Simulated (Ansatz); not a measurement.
Here is an Ansatz 0.2.0 calculation.

File input.yaml:

```yaml
crystal:
  lattice:
    - [1.816178, -2.117624, 0.0]
    - [1.816178, 2.117624, 0.0]
    - [0.0, 0.0, 3.803934]
  atoms:
    - { symbol: Ti, position: [0.5, 0.5, 0.0] }
    - { symbol: Si, position: [0.0, 0.0, 0.5] }
hamiltonian:
  xc: pbesol
  pseudopotentials: { kind: paw }
  hubbard: { sites: [{ species: Ti, l: d, u_eff: 6.0 }] }
kpoints:
  mp_grid: { grid: [10, 10, 7] }
scf:
  occupations: { method: fermi_dirac, width: 0.05 }
  n_extra_bands: 6
output:
  forces: true
  stress: true
  eigenvalues: true
  dos: { projected: true, de: 0.05, nscf_kmesh: { grid: [15, 15, 11] } }
```

Potentials or basis: Ansatz PAW.

Launch:

```console
$ ansatz run input.yaml --threads 2 --pin off --max-ram 5632MiB --backend cpu --events-out ev --progress --plain --runs-dir out
```

Problem. Predict the density of states at the Fermi level.

Solution. 0.42 states/eV per cell.

Problem. Estimate the band gap on the k mesh.

Solution. None (metal or under the smearing width).

Problem. What does it give for the pressure?

Solution. 8.5 GPa.

Stress tensor (GPa, compression positive):
```
 8.72  0.00  0.00
 0.00  5.22  0.00
 0.00  0.00 11.54
```

Caveat: U without spin polarisation on a metal has little footing; the PAW data sets come from PBE, with cores solved anew for the run's functional, which leaves a small shift of forces and pressure; the U is typed as a test and isn't derived for this compound.
